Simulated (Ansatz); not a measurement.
Recipe of this trial structure of Au: random cell by space group and Wyckoff sites (Cmmm, No. 65). Its size is a rough estimate.

```
Au
1.0
     1.44007   -1.98483    0.00000
     1.44007    1.98483    0.00000
     0.00000    0.00000    6.41121
Au
2
Direct
  0.00000 0.00000 0.30681
  0.00000 0.00000 0.69319
```

Theory: Ansatz 0.2.0, DFT PBE, scalar-relativistic, plane waves, PAW. Cutoff 420 eV, Gaussian smearing, Γ-centred meshes. Cell and atoms relax first on a coarse mesh and then on a finer one. In between, the cell is made exact in the group found at 0.06 Å. In metals the finer mesh still leaves noise of several meV/atom or more. The steps can't lower the symmetry of their start. No spin polarisation.

A guess keeps its type if space group and coordination stay and the shape of the cell changes little (axis ratios within about 15 %, angles within 6°); the volume may change.

Question: Will the relaxed cell still be of the starting type?

Answer: It doesn't keep its type. The symmetry goes from Cmmm (No. 65) to P6/mmm (No. 191), and the primitive cell from 2 to 1 atom. The end has the simple hexagonal type. The volume per atom grows by 5.6 %, from 18.3 to 19.4 Å³. The shortest distance goes from 2.45 Å (Au–Au) to 2.80 Å (Au–Au). Counting neighbours within 15 % of an atom's shortest distance, the start has Au 5 and the end Au 8. In detail, at the end around Au lie 8 Au at 2.80–2.82 Å.

Space group P6/mmm (No. 191). a = 2.823 Å, b = 2.823 Å, c = 2.805 Å, α = 90.00°, β = 90.00°, γ = 120.00°
```tsv
atom	site	symmetry	x	y	z
Au	1b	6/mmm	0.0000	0.0000	0.5000
```

Energies count from the standard state of Au at the same level.

Question: At what energy does it end?

Answer: +0.07 eV/atom. It lies above the standard state, so it could only be metastable.

The last run used a 24×24×20 mesh (in the run's order of axes) for its 1-atom cell and Gaussian smearing of 0.10 eV. These runs have no spin–orbit coupling, which can matter for Au. A later test with randomly moved atoms came back to the same energy, though modes that don't fit the test's cell weren't probed.
